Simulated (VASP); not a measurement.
# TiAl: equation of state with PBEsol

The system is TiAl.

```
Ti Al
1.0
     3.15750    0.00000    0.00000
     0.00000    3.15750    0.00000
     0.00000    0.00000    3.15750
Ti Al
1 1
Cartesian
  0.0000 0.0000 0.0000
  1.5788 1.5788 1.5788
```

The cell comes from a database or a generator and needn't be the stable form of this composition.

| Property | Result |
| --- | --- |
| Program | VASP 6.6.1 |
| Task | equation of state |
| Functional | PBEsol |
| Potentials or basis | VASP PAW PBE potentials, release 64 (Ti_sv, Al) |
| Cutoff | 520 eV |
| k mesh | 8 × 8 × 8 |
| Occupations | fermi-dirac, width 0.05 eV |
| Spin | no spin polarisation |

The equilibrium volume is 15.74 Å³/atom. The bulk modulus is 118 GPa. The pressure derivative of the bulk modulus is 3.9 (rough: it moves with the points fitted).

Energy against volume, from the lowest point:
```tsv
volume (Å³/atom)	energy (meV/atom)
15.110	10.04
15.425	2.46
15.740	0.00
16.055	2.18
16.369	8.58
```

All runs of the series together: 26 s on 1 thread of Intel(R) Xeon(R) Platinum 8488C (Sapphire Rapids), on a shared host.

Caveat: the PAW data sets were made with another functional, which shifts forces and pressure a little.
